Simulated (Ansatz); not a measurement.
Pd: two-dimensional strain map

These are results of DFT PBE, scalar-relativistic, plane waves, PAW (Ansatz 0.2.0), not measurements. Cutoff 420 eV, Γ-centred 20×20×20 k-points, Gaussian smearing of 0.15 eV. No spin polarisation. Energies are free energies at this smearing, counted from the undisturbed cell; pressure is positive in compression.

The undisturbed cell (as given, not relaxed at this level; it stands at 7.7 GPa):

```yaml
crystal:
  lattice:
    - [0.00000, 1.94490, 1.94490]
    - [1.94490, 0.00000, 1.94490]
    - [1.94490, 1.94490, 0.00000]
  atoms:
    - { symbol: Pd, position: [0.00000, 0.00000, 0.00000] }
```

The cell is strained by p along both x and y and by q along z, fractional coordinates fixed. Points are written (p, q).

Energy above the undisturbed cell in meV/atom (a dash: not computed):

```csv
p \ q,-0.050,-0.025,0.000,0.025,0.050
-0.050,368.5,266.6,189.0,132.0,92.9
-0.025,181.0,111.6,62.3,30.3,13.1
0.000,66.5,25.1,0.0,-10.9,-9.6
0.025,9.1,-8.4,-12.7,-5.7,11.1
0.050,-3.3,-0.7,12.4,34.5,64.4
```

Pressure in GPa:

```csv
p \ q,-0.050,-0.025,0.000,0.025,0.050
-0.050,55.5,45.0,35.9,28.2,21.6
-0.025,35.5,27.0,19.8,13.7,8.5
0.000,20.1,13.4,7.7,2.9,-1.1
0.025,8.4,3.1,-1.3,-5.1,-8.1
0.050,-0.5,-4.6,-8.0,-10.8,-13.1
```